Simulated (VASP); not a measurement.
# Al (Fm-3m) in VASP: a series of runs

The runs below take Al through relaxation of cell and atoms, electrostatic potential, with PBEsol+D3(BJ).

Program: VASP 6.6.1. These are calculated values, not measurements. Logs are shortened: lines on timing, memory, paths and dates and some standing lists are left out, and cuts for length are marked.

**1. The structure**

The structure is cubic, space group Fm-3m (No. 225). The conventional cell has a = 4.020 Å, b = 4.020 Å, c = 4.020 Å, α = 90.00°, β = 90.00°, γ = 90.00°. Al (site symmetry m-3m) is surrounded by 12 Al at 2.84 Å.

The cell was built by a generator and needn't be a form met in nature.

**2. Relaxation of cell and atoms, PBEsol+D3(BJ)**

Input file INCAR:

```
SYSTEM = Al
PREC     = Accurate       ! precision mode
ENCUT    = 600            ! plane-wave cutoff, eV
EDIFF    = 1E-7           ! SCF threshold, eV
ISMEAR   = 1              ! smearing method
SIGMA    = 0.1            ! smearing width, eV
LREAL    = .False.        ! projectors in reciprocal space
LASPH    = .True.         ! aspherical terms in the spheres
NELM     = 120            ! most SCF steps
ALGO     = Fast           ! electronic algorithm
ISIF     = 3              ! what is computed and relaxed
LWAVE    = .False.        ! write WAVECAR
LCHARG   = .False.        ! write CHGCAR
GGA      = PS             ! functional
IVDW     = 12             ! dispersion correction
IBRION   = 2              ! ionic algorithm
NSW      = 60             ! ionic steps
EDIFFG   = -0.005         ! ionic threshold
```

Input file KPOINTS:

```
regular mesh
0
Gamma
  18 18 18
  0 0 0
```

Input file POSCAR:

```
Al
1.0
    0.0000000000      2.0100000000      2.0100000000
    2.0100000000      0.0000000000      2.0100000000
    2.0100000000      2.0100000000      0.0000000000
Al
1
Direct
    0.0000000000      0.0000000000      0.0000000000
```

Potentials or basis: VASP PAW PBE potentials, release 64 (Al).

The run is started by

```console
> cat potpaw_PBE.64/Al/POTCAR > POTCAR
> mpirun -np 1 vasp_std > vasp.out
```

OUTCAR:

```text
SYSTEM = Al
   PREC = Accurate
   ENCUT = 600
   EDIFF = 1E-7
   ISMEAR = 1
   LREAL = .False.
   LASPH = .True.
   NELM = 120
   ISIF = 3
   GGA = PS
   IVDW = 12
   IBRION = 2
   NSW = 60
   EDIFFG = -0.005
 IVDW          = 12

 ion  position               nearest neighbor table
   1  0.000  0.000  0.000-

  LATTYP: Found a face centered cubic cell.
 ALAT       =     4.0200000000

  Lattice vectors:

 A1 = (   0.0000000000,   2.0100000000,   2.0100000000)
 A2 = (   2.0100000000,   0.0000000000,   2.0100000000)
 A3 = (   2.0100000000,   2.0100000000,   0.0000000000)

Analysis of symmetry for initial positions (statically):
=====================================================================
 Subroutine PRICEL returns:
 Original cell was already a primitive cell.

 Routine SETGRP: Setting up the symmetry group for a
 face centered cubic supercell.

 Subroutine GETGRP returns: Found 48 space group operations
 (whereof 48 operations were pure point group operations)
 out of a pool of 48 trial point group operations.

The static configuration has the point symmetry O_h .

Analysis of symmetry for dynamics (positions and initial velocities):
=====================================================================
 Subroutine PRICEL returns:
 Original cell was already a primitive cell.

 Routine SETGRP: Setting up the symmetry group for a
 face centered cubic supercell.

 Subroutine GETGRP returns: Found 48 space group operations
 (whereof 48 operations were pure point group operations)
 out of a pool of 48 trial point group operations.

The dynamic configuration has the point symmetry O_h .

 Subroutine INISYM returns: Found 48 space group operations
 (whereof 48 operations are pure point group operations),
 and found     1 'primitive' translations

----------------------------------------------------------------------------------------

                                     Primitive cell

  volume of cell :      16.2412

  direct lattice vectors                    reciprocal lattice vectors
     0.000000000  2.010000000  2.010000000    -0.248756219  0.248756219  0.248756219
     2.010000000  0.000000000  2.010000000     0.248756219 -0.248756219  0.248756219
     2.010000000  2.010000000  0.000000000     0.248756219  0.248756219 -0.248756219

  length of vectors
     2.842569260  2.842569260  2.842569260     0.430858410  0.430858410  0.430858410

  position of ions in fractional coordinates (direct lattice)
     0.000000000  0.000000000  0.000000000

  ion indices of the primitive-cell ions
   primitive index   ion index
                 1           1
[... 61 lines left out ...]
   NGXF,Y,Z  is equivalent  to a cutoff of  28.07, 28.07, 28.07 a.u.
 SYSTEM =  Al
   PREC   = accura    normal or accurate (medium, high low for compatibility)
   ISTART =      0    job   : 0-new  1-cont  2-samecut
   ICHARG =      2    charge: 1-file 2-atom 10-const
   ISPIN  =      1    spin polarized calculation?
   LNONCOLLINEAR =      F non collinear calculations
   LSORBIT =      F    spin-orbit coupling
   LASPH  =      T    aspherical Exc in radial PAW
   ENCUT  =  600.0 eV  44.10 Ry    6.64 a.u.   5.68  5.68  5.68*2*pi/ulx,y,z
   NELM   =    120;   NELMIN=  2; NELMDL= -5     # of ELM steps
   EDIFF  = 0.1E-06   stopping-criterion for ELM
   LREAL  =      F    real-space projection
   EDIFFG = -.5E-02   stopping-criterion for IOM
   NSW    =     60    number of steps for IOM
   IBRION =      2    ionic relax: 0-MD 1-quasi-New 2-CG
   NFREE  =      1    steps in history (QN), initial steepest desc. (CG)
   ISIF   =      3    stress and relaxation
   ISYM   =      2    0-nonsym 1-usesym 2-fastsym
   POTIM  = 0.5000    time-step for ionic-motion
   TEBEG  =    0.0;   TEEND  =   0.0 temperature during run
   PSTRESS=    0.0 pullay stress
   NELECT =       3.0000    total number of electrons
   NUPDOWN=      -1.0000    fix difference up-down
   EMIN   =  10.00;   EMAX   =-10.00  energy-range for DOS
   EFERMI =   0.00;   METHOD = LEGACY
   ISMEAR =     1;   SIGMA  =   0.10  broadening in eV -4-tet -1-fermi 0-gaus
   EFERMI_NEDOS =   21; number of points for ismear=-14 and -15
   IALGO  =     68    algorithm
   IMIX   =      4    mixing-type and parameters
     AMIX     =   0.40;   BMIX     =  1.00
     AMIX_MAG =   1.60;   BMIX_MAG =  1.00
  volume/ion in A,a.u.               =      16.24       109.60
  Fermi-wavevector in a.u.,A,eV,Ry     =   0.932343  1.761873 11.827055  0.869264
  Thomas-Fermi vector in A             =   2.058931
   LORBIT       =      0    0 simple, 1 ext, 2 COOP (PROOUT), +10 PAW based schemes
   GGA     = PS    functional components
   LHFCALC =     F    Hartree Fock is set to
   AEXX    =    0.0000 exact exchange contribution
   IVDW    =    12    specifies the selected vdW correction
   LEPSILON=     F    determine dielectric tensor
   LRPA    =     F    only Hartree local field effects (RPA)
 conjugate gradient relaxation of ions
 non-spin polarized calculation
 RMM-DIIS sequential band-by-band and
 Methfessel and Paxton  Order N= 1 SIGMA  =   0.10
  energy-cutoff  :      600.00
  volume of cell :       16.24
 maximum number of plane-waves:       556
   NGX = 11   NGY = 11   NGZ = 11

--------------------------------------- Ionic step        1  -------------------------------------------

 number of electron       3.0000000 magnetization

 Free energy of the ion-electron system (eV)
  ---------------------------------------------------
  ext. energy  EPLUGINS =         0.00000000
  ---------------------------------------------------
  free energy    TOTEN  =        -4.08922909 eV

  energy without entropy =       -4.08851187  energy(sigma->0) =       -4.08899002

------------------------ aborting loop because EDIFF is reached ----------------------------------------

 Edisp (eV)   -0.32257

 E8    (eV) :    -0.2172
[... 69 lines left out ...]
--------------------------------------- Ionic step        3  -------------------------------------------

 number of electron       3.0000000 magnetization

 Free energy of the ion-electron system (eV)
  ---------------------------------------------------
  ext. energy  EPLUGINS =         0.00000000
  ---------------------------------------------------
  free energy    TOTEN  =        -4.08250988 eV

  energy without entropy =       -4.08207284  energy(sigma->0) =       -4.08236420

 E-fermi :   8.5689     XC(G=0): -10.4736

 val. band max:        8.5656121321   @ k =  -0.4444   0.3333   0.1111
 cond. band min:       8.5870781419   @ k =  -0.2222   0.3889   0.1667
 fundamental gap:      0.0214660098
 Fermi energy:         8.5689247188

 k-point     1 :       0.0000    0.0000    0.0000
  band No.  band energies     occupation
      1      -2.9659      2.00000
      2      21.5018      0.00000
      3      21.5018      0.00000
      4      21.5018      0.00000
      5      23.4505      0.00000
[... 177 lines left out ...]
 k-point    24 :      -0.2222    0.0556    0.0000
  band No.  band energies     occupation
      1      -1.2610      2.00000
      2      12.5436      0.00000
      3      18.2175      0.00000
      4      21.1566      0.00000
      5      22.9728      0.00000

 [... further k-points ...]

------------------------ aborting loop because EDIFF is reached ----------------------------------------

 Edisp (eV)   -0.33704

 E8    (eV) :    -0.2270
[... 24 lines left out ...]
  FREE ENERGIE OF THE ION-ELECTRON SYSTEM (eV)
  ---------------------------------------------------
  free  energy   TOTEN  =        -4.4195515845 eV

  energy  without entropy=       -4.4191145351  energy(sigma->0) =       -4.41940590

 reached required accuracy - stopping structural energy minimisation
```

OSZICAR:

```text
N       E                     dE             d eps       ncg     rms          rms(c)
DAV:   1    -0.160334874096E+01   -0.16033E+01   -0.96233E+02  1985   0.384E+02
DAV:   2    -0.409408522144E+01   -0.24907E+01   -0.22171E+01  2545   0.322E+01
[... 22 lines left out ...]
       N       E                     dE             d eps       ncg     rms          rms(c)
DAV:   1    -0.408253758550E+01   -0.31276E-02   -0.30641E-03  2515   0.364E-01    0.505E-02
RMM:   2    -0.408252141234E+01    0.16173E-04   -0.16041E-05  1950   0.385E-02    0.218E-02
RMM:   3    -0.408251014966E+01    0.11263E-04   -0.50988E-06  1950   0.188E-02    0.623E-03
RMM:   4    -0.408250980301E+01    0.34665E-06   -0.16834E-06  1942   0.106E-02    0.971E-03
RMM:   5    -0.408250988491E+01   -0.81903E-07   -0.90284E-08  1251   0.348E-03
   3 F= -.44195516E+01 E0= -.44194059E+01  d E =-.775101E-02
```

CONTCAR:

```text
Al
   1.00000000000000
    -0.0000000000000000    1.9813134840235691    1.9813134840235691
     1.9813134840235691   -0.0000000000000000    1.9813134840235691
     1.9813134840235691    1.9813134840235691    0.0000000000000000
  Al
     1
Direct
     0.0000000000000000    0.0000000000000000    0.0000000000000000

  0.00000000E+00  0.00000000E+00  0.00000000E+00
```

Run time: 11 s. Hardware: 1 thread of Intel Xeon 6975P-C (Granite Rapids), shared host; peak memory 0.16 GiB.

What came out:

```yaml
Free_energy: -4.4196 eV
Relaxed_volume: 15.56 Å³/atom
Relaxed_cell: a = 2.802 Å, b = 2.802 Å, c = 2.802 Å, α = 60.00°, β = 60.00°, γ = 60.00°
Space_group_after_relaxing_to_0.05_Å: Fm-3m (No. 225)
Energy_gained_by_relaxing: 7.8 meV/atom
Ionic_steps: 3
Pressure_after_relaxing: 0.0 GPa
Band_gap_on_the_k_mesh: none (metal or under the smearing width)
Dispersion_energy_per_atom: -0.337 eV
```

The path:
| step | energy change (eV) | largest force (eV/Å) | pressure (GPa) | volume (Å³) |
| --- | --- | --- | --- | --- |
| 1 | 0.0000 | 0.0000 | -3.47 | 16.24 |
| 2 | -0.0075 | 0.0000 | 0.76 | 15.43 |
| 3 | -0.0078 | 0.0000 | 0.01 | 15.56 |

Final structure:
```cif
data_structure
_symmetry_space_group_name_H-M 'P 1'
_symmetry_Int_Tables_number 1
_cell_length_a 2.8020
_cell_length_b 2.8020
_cell_length_c 2.8020
_cell_angle_alpha 60.000
_cell_angle_beta 60.000
_cell_angle_gamma 60.000
_cell_volume 15.56
loop_
_atom_site_label
_atom_site_type_symbol
_atom_site_fract_x
_atom_site_fract_y
_atom_site_fract_z
_atom_site_occupancy
Al1 Al 0.00000 0.00000 0.00000 1
```

Caveat: the PAW data sets were made with another functional, which shifts forces and pressure a little; pairwise dispersion overbinds metals, which lowers pressure and volume.

**3. Electrostatic potential, PBEsol+D3(BJ)**

This run uses another cell than the first one, of 15.56 Å³/atom, 0.958 times its volume.

Input file INCAR:

```
ALGO = Fast
EDIFF = 1E-7
ENCUT = 520
GGA = PS
ISIF = 2
ISMEAR = 1
IVDW = 12
LASPH = T
LCHARG = T
LREAL = F
LVHAR = T
LWAVE = F
NELM = 100
PREC = Accurate
SIGMA = 0.1
```

Input file KPOINTS:

```
k-points
0
Gamma
  18 18 18
```

Input file POSCAR:

```
Al                                      
1.0
   -0.0000000000      1.9813134840      1.9813134840
    1.9813134840     -0.0000000000      1.9813134840
    1.9813134840      1.9813134840      0.0000000000
  Al            
     1
Direct
     0.0000000000000000    0.0000000000000000    0.0000000000000000
```

Potentials or basis: VASP PAW PBE potentials, release 64 (Al).

The run is started by

```console
> cat potpaw_PBE.64/Al/POTCAR > POTCAR
> mpirun -np 1 vasp_std > vasp.out
```

OUTCAR:

```text
EDIFF = 1E-7
   ENCUT = 520
   GGA = PS
   ISIF = 2
   ISMEAR = 1
   IVDW = 12
   LASPH = T
   LREAL = F
   NELM = 100
   PREC = Accurate
 IVDW          = 12

 ion  position               nearest neighbor table
   1  0.000  0.000  0.000-

  LATTYP: Found a face centered cubic cell.
 ALAT       =     3.9626269680

  Lattice vectors:

 A1 = (   0.0000000000,   1.9813134840,   1.9813134840)
 A2 = (   1.9813134840,   0.0000000000,   1.9813134840)
 A3 = (   1.9813134840,   1.9813134840,   0.0000000000)

Analysis of symmetry for initial positions (statically):
=====================================================================
 Subroutine PRICEL returns:
 Original cell was already a primitive cell.

 Routine SETGRP: Setting up the symmetry group for a
 face centered cubic supercell.

 Subroutine GETGRP returns: Found 48 space group operations
 (whereof 48 operations were pure point group operations)
 out of a pool of 48 trial point group operations.

The static configuration has the point symmetry O_h .

Analysis of symmetry for dynamics (positions and initial velocities):
=====================================================================
[... 160 lines left out ...]

 val. band max:        8.5657090572   @ k =  -0.4444   0.3333   0.1111
 cond. band min:       8.5871700802   @ k =  -0.2222   0.3889   0.1667
 fundamental gap:      0.0214610230
 Fermi energy:         8.5690180042

 k-point     1 :       0.0000    0.0000    0.0000
  band No.  band energies     occupation
      1      -2.9658      2.00000
      2      21.5019      0.00000
      3      21.5019      0.00000
      4      21.5019      0.00000
      5      23.4506      0.00000
[... 177 lines left out ...]
 k-point    24 :      -0.2222    0.0556    0.0000
  band No.  band energies     occupation
      1      -1.2609      2.00000
      2      12.5437      0.00000
      3      18.2176      0.00000
      4      21.1567      0.00000
      5      22.9730      0.00000

 [... further k-points ...]

------------------------ aborting loop because EDIFF is reached ----------------------------------------

 Edisp (eV)   -0.33704

 E8    (eV) :    -0.2270

  FORCE on cell =-STRESS in cart. coord.  units (eV):
  Direction    XX          YY          ZZ          XY          YZ          ZX
  --------------------------------------------------------------------------------------
  -------------------------------------------------------------------------------------
  Total       0.00054     0.00054     0.00054     0.00000     0.00000    -0.00000
  in kB       0.05533     0.05533     0.05533     0.00000     0.00000    -0.00000
  external pressure =        0.06 kB  Pullay stress =        0.00 kB

 VOLUME and BASIS-vectors are now :
 -----------------------------------------------------------------------------
  energy-cutoff  :      520.00
  volume of cell :       15.56
      direct lattice vectors                 reciprocal lattice vectors
     0.000000000  1.981313484  1.981313484    -0.252357844  0.252357844  0.252357844
     1.981313484  0.000000000  1.981313484     0.252357844 -0.252357844  0.252357844
     1.981313484  1.981313484  0.000000000     0.252357844  0.252357844 -0.252357844

 POSITION                                       TOTAL-FORCE (eV/Angst)
 -----------------------------------------------------------------------------------
      0.00000      0.00000      0.00000         0.000000      0.000000     -0.000000
 -----------------------------------------------------------------------------------
    total drift:                               -0.000000      0.000000      0.000000

  FREE ENERGIE OF THE ION-ELECTRON SYSTEM (eV)
  ---------------------------------------------------
  free  energy   TOTEN  =        -4.4194507103 eV

  energy  without entropy=       -4.4190136572  energy(sigma->0) =       -4.41930503
```

stdout:

```text
POSCAR found type information on POSCAR Al
 POSCAR found :  1 types and       1 ions
 scaLAPACK will be used
 -----------------------------------------------------------------------------
|                                                                             |
|                                                                             |
|     You enforced a specific xc type in the INCAR file but a different       |
|     I HOPE YOU KNOW WHAT YOU ARE DOING!                                     |
|                                                                             |
 -----------------------------------------------------------------------------

 LDA part: xc-table for (Slater+PW92), standard interpolation
 POSCAR, INCAR and KPOINTS ok, starting setup
 FFT: planning ... GRIDC
 FFT: planning ... GRID_SOFT
 FFT: planning ... GRID
 WAVECAR not read
 entering main loop
```

Run time: 5.5 s. Hardware: 1 thread of Intel Xeon 6975P-C (Granite Rapids), shared host; peak memory 0.15 GiB.

What came out:

```yaml
Free_energy: -4.4195 eV
Pressure: 0.0 GPa
Band_gap_on_the_k_mesh: none (metal or under the smearing width)
Dispersion_energy_per_atom: -0.337 eV
```

Levels at points of the mesh, in eV from the Fermi level:
| k point | band 1 | band 2 | band 3 | band 4 |
| --- | --- | --- | --- | --- |
| (0.00, 0.00, 0.00) | -11.53 | 12.93 | 12.93 | 12.93 |
| (0.50, 0.00, 0.00) | -4.82 | -4.45 | 11.72 | 11.72 |
| (0.50, 0.50, 0.00) | -3.05 | -1.62 | 5.27 | 5.88 |

Caveat: the PAW data sets were made with another functional, which shifts forces and pressure a little; pairwise dispersion overbinds metals, which lowers pressure and volume.
